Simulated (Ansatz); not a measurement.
Crystal: MoSe2.

```
CELL_PARAMETERS angstrom
3.28800 0.00000 0.00000
-1.64400 2.84749 0.00000
0.00000 0.00000 12.90000
ATOMIC_POSITIONS crystal
Mo 0.66667 0.33333 0.75000
Mo 0.33333 0.66667 0.25000
Se 0.66667 0.33333 0.37500
Se 0.33333 0.66667 0.87500
Se 0.66667 0.33333 0.12500
Se 0.33333 0.66667 0.62500
```

A run of Ansatz 0.2.0 on this cell left the log below. Logs are shortened: lines on timing, memory, paths and dates and some standing lists are left out, and cuts for length are marked.

```text
Warning: RAYON_NUM_THREADS=2 ignored (pool sized by the plan → 2); use --threads N
Engine: ansatz 0.2.0, x86_64-unknown-linux-gnu
Pseudopotentials: kind: paw
Pseudopotential: Mo, paw, valence charge 14, recommended cutoff 420 eV (normal), Mo.paw.azcp
Pseudopotential: Se, paw, valence charge 16, recommended cutoff 420 eV (normal), Se.paw.azcp
Functional definition: PBE
  parameter kappa = 0.804
  parameter beta = 0.06672455060314922
  exchange = pbe_x(kappa = kappa, mu = beta*pi^2/3)
  correlation = pbe_c(beta = beta)
Crystal: 6 atoms, lattice volume = 120.777 Å³
Basis set: ecut = 420 eV, 2395 PW (Γ), exchange–correlation on 48×48×180 points (8 copies of the dense FFT grid, shifted against one another)
Bands: 56, of which v1, the nominal top of the filled ones, is band 46 counted from 1 (45 counted from 0)
Symmetry: 24 space group operations
Space group: P63/mmc (ITA 194), of the structure as read, at distance tolerance 4.9e-5 Å
k-points: 4 of 16
Non-local potential: Mo, projectors of the file, l = 0: 3, l = 1: 2, l = 2: 2, l = 3: 1
[... 24 lines left out ...]
Entropy (-TS):   -0.000005 eV (-0.001 meV/atom)
Fermi energy:    13.111813 eV
--- Per-component energies (eV) ---
  E_band       = -1628.426589
  E_kinetic    = 1365.566581
  E_local      = -12145.639972  (includes V_loc(G=0)·N_el)
  E_nonlocal   = -2095.751318
  E_hartree    = 5758.381185
  E_xc         = -788.305119
  E_vxc        = -856.843178  (∫ρ·V_xc dr)
  E_paw        = -14048.185157  (= ΣΔE_a)
  E_vpaw       = 587.484608  (= ΣTr[D̂ρ^β])
  E_aug_tail   = -0.002290  (compensation charges beyond the density's cutoff)
  E_ewald      = -9838.366413
  E_smearing   = -0.000005  (= −TS)
  E_closure    = 0.000000  (closes the sum)
  Σ components = -31792.302510   (vs F -31792.302510, Δ=0.00e0)
--- Forces (eV/Å), atoms counted from 1 ---
  atom   1  Mo    -0.00000000     0.00000000    -0.00000000
  atom   2  Mo     0.00000000    -0.00000000     0.00000000
  atom   3  Se     0.00000000    -0.00000000     1.06312628
  atom   4  Se     0.00000000     0.00000000     1.06312628
  atom   5  Se    -0.00000000    -0.00000000    -1.06312628
  atom   6  Se     0.00000000     0.00000000    -1.06312628
  max |Σ_I F_I| component: 2.22e-16 eV/Å
--- Stress (GPa, compression-positive) ---
        5.780824      -0.000000      -0.000000
       -0.000000       5.780824       0.000000
       -0.000000       0.000000      11.964080
  P = ⅓ Tr σ = 7.8419 GPa (78.419 kbar)
--- Band table (eV) ---
  k-point 0: bands = ["-48.6906", "-48.6906", "-35.3222", "-35.3222", "-35.3222", "-35.3222", "-35.3216", "-35.3216", "-35.3216", "-35.3216", "-35.2811", "-35.2811", "-35.2809", "-35.2809", "-35.2797", "-35.2797", "-35.2795", "-35.2795", "-35.2647", "-35.2645", "-35.2615", "-35.2612", "-22.8587", "-22.8587", "-22.6934", "-22.6934", "-22.6934", "-22.6934", "-2.4948", "-2.2618", "-1.3864", "-1.0143", "5.9280", "6.9459", "9.2780", "9.6573", "9.6573", "9.6700", "9.6700", "10.7263", "10.7263", "10.7653", "10.7653", "11.5138", "11.7076", "12.5941", "15.0007", "15.0007", "15.0514", "15.0514", "15.2826", "15.2826", "15.4577", "15.4577"]
  k-point 1: bands = ["-48.6782", "-48.6782", "-35.3220", "-35.3219", "-35.3216", "-35.3216", "-35.3199", "-35.3198", "-35.3194", "-35.3194", "-35.2815", "-35.2813", "-35.2811", "-35.2810", "-35.2809", "-35.2807", "-35.2799", "-35.2797", "-35.2637", "-35.2635", "-35.2603", "-35.2601", "-22.8346", "-22.8346", "-22.8264", "-22.8264", "-22.7252", "-22.7252", "-1.6887", "-1.4793", "-0.9472", "-0.6631", "6.7102", "7.5032", "8.1401", "8.2227", "8.4027", "8.8028", "9.7406", "9.8053", "10.4158", "10.4778", "10.4999", "11.2227", "11.2539", "11.3352", "13.7883", "14.3341", "14.5460", "14.5506", "14.6292", "15.3115", "15.7909", "16.0614"]
  k-point 2: bands = ["-48.6658", "-48.6658", "-35.3223", "-35.3223", "-35.3210", "-35.3210", "-35.3175", "-35.3175", "-35.3172", "-35.3172", "-35.2821", "-35.2819", "-35.2819", "-35.2816", "-35.2811", "-35.2810", "-35.2802", "-35.2799", "-35.2626", "-35.2625", "-35.2591", "-35.2590", "-22.9725", "-22.9725", "-22.7938", "-22.7938", "-22.7568", "-22.7568", "-0.5992", "-0.5058", "-0.3583", "-0.2677", "6.0727", "6.3422", "7.0798", "7.2448", "7.7421", "8.3588", "9.0481", "9.1255", "10.1149", "10.3503", "11.1882", "11.2694", "11.3775", "11.3873", "13.9588", "14.0043", "14.3289", "14.5886", "15.3427", "16.1517", "16.4949", "16.6076"]
  k-point 3: bands = ["-48.6658", "-48.6658", "-35.3211", "-35.3211", "-35.3201", "-35.3201", "-35.3184", "-35.3184", "-35.3184", "-35.3184", "-35.2826", "-35.2823", "-35.2816", "-35.2816", "-35.2806", "-35.2804", "-35.2803", "-35.2803", "-35.2626", "-35.2625", "-35.2591", "-35.2590", "-22.9216", "-22.9216", "-22.8091", "-22.8091", "-22.7939", "-22.7939", "-0.6430", "-0.5274", "-0.3668", "-0.2401", "6.8048", "7.0134", "7.1740", "7.3128", "8.3597", "8.4424", "8.4985", "9.0463", "9.1000", "9.2749", "10.3567", "10.6666", "11.5124", "11.6195", "13.7339", "14.1840", "14.4298", "14.5038", "14.7779", "15.3533", "16.0672", "16.9545"]
```

Task: Write the input and the command behind it.

Result: Single point with PBE, no spin polarisation. The files as run (others can give the same):

input.yaml
```yaml
crystal:
  lattice:
    - [3.288, 0.0, 0.0]
    - [-1.644, 2.8474915276, 0.0]
    - [0.0, 0.0, 12.9]
  atoms:
    - { symbol: Mo, position: [0.6666666667, 0.3333333333, 0.75] }
    - { symbol: Mo, position: [0.3333333333, 0.6666666667, 0.25] }
    - { symbol: Se, position: [0.6666666667, 0.3333333333, 0.375] }
    - { symbol: Se, position: [0.3333333333, 0.6666666667, 0.875] }
    - { symbol: Se, position: [0.6666666667, 0.3333333333, 0.125] }
    - { symbol: Se, position: [0.3333333333, 0.6666666667, 0.625] }
hamiltonian:
  xc: pbe
  pseudopotentials: { kind: paw }
kpoints:
  mp_grid: { grid: [4, 4, 1] }
scf:
  occupations: { method: fermi_dirac, width: 0.05 }
output:
  forces: true
  stress: true
  eigenvalues: true
```

Potentials or basis: Ansatz PAW.
Launch:
```sh
$ ansatz run input.yaml --threads 2 --pin off --max-ram 5120MiB --backend cpu --events-out ev --progress --plain --runs-dir out
```

Caveat: the k mesh is coarse (spacing up to 0.55 Å⁻¹), so the values aren't converged; the cell's inner coordinates are idealised or old, which leaves forces on the atoms; this functional lacks dispersion, which binds the layers, so the pressure and a relaxed spacing across them are unreliable.
